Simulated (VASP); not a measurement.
The system is GaN.

```
Ga N
1.0
     0.00000    2.25350    2.25350
     2.25350    0.00000    2.25350
     2.25350    2.25350    0.00000
Ga N
1 1
Direct
  0.00000 0.00000 0.00000
  0.25000 0.25000 0.25000
```

The cell is a database's computed one.

Base run:

```yaml
Program: VASP 6.6.1
Functional: RPBE
Potentials_or_basis: VASP PAW PBE potentials, release 64 (Ga_d, N)
Cutoff: 520 eV
k_mesh: 10 × 10 × 10
Occupations: fermi-dirac, width 0.05 eV
Spin: no spin polarisation
```

Its results: band gap on the k mesh 1.78 eV, direct; pressure 9.0 GPa.

Question: The run is repeated on the same cell with these changes: functional from RPBE to PBEsol-based global hybrid; k mesh from 10 × 10 × 10 to 6 × 6 × 6. What comes out?

Answer: Band gap on the k mesh 3.64 eV, direct; pressure -5.8 GPa.

Several settings changed at once, so the effect can't be laid on one alone.

Caveats: the PAW data sets were made with another functional, which shifts forces and pressure a little.

